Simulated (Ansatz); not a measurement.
**BN: the gap against volume**

BN, F-43m, a = 3.610 Å. The compound has several low-lying forms, and this is one of them. Ansatz: r2SCAN, PAW, 500 eV, Γ-centred 12×12×12 mesh on 2 atoms, Gaussian smearing 0.02 eV; no spin polarisation. Symmetry fixes shape and atoms, so the cell is only scaled; x = ln(V/V0) with V0 = 5.879 Å³/atom. The gap is read at the mesh points alone.

```tsv
x	gap y (eV)
-0.0619	?
-0.0305	5.042
0.0000	5.003
0.0296	4.964
0.0583	4.925
```

**Question.** Fit a straight line to the other rows, give the volume deformation potential of the gap and its pressure coefficient, and predict the missing gap. B0 = 391.8 GPa.

**Answer.** Means x = 0.01435, y = 4.9835; Σ(Δx)² = 0.004382, ΣΔxΔy = -0.005772; the slope is their ratio. y = 5.0024 − 1.3173 x. The slope is the deformation potential a = dE_g/d ln V = -1.32 eV, and dE_g/dP = −a/B0 = 3.36 meV/GPa. At x = -0.0619 the fit asked for gives 5.084 eV. The run gave 5.081 eV, so the fit is 0.003 eV too high, a small miss on the scale of the series. The form still works here, 35 % of the fitted range beyond its end.

Semilocal functionals give gaps under the measured ones; changes of the gap mostly carry over better.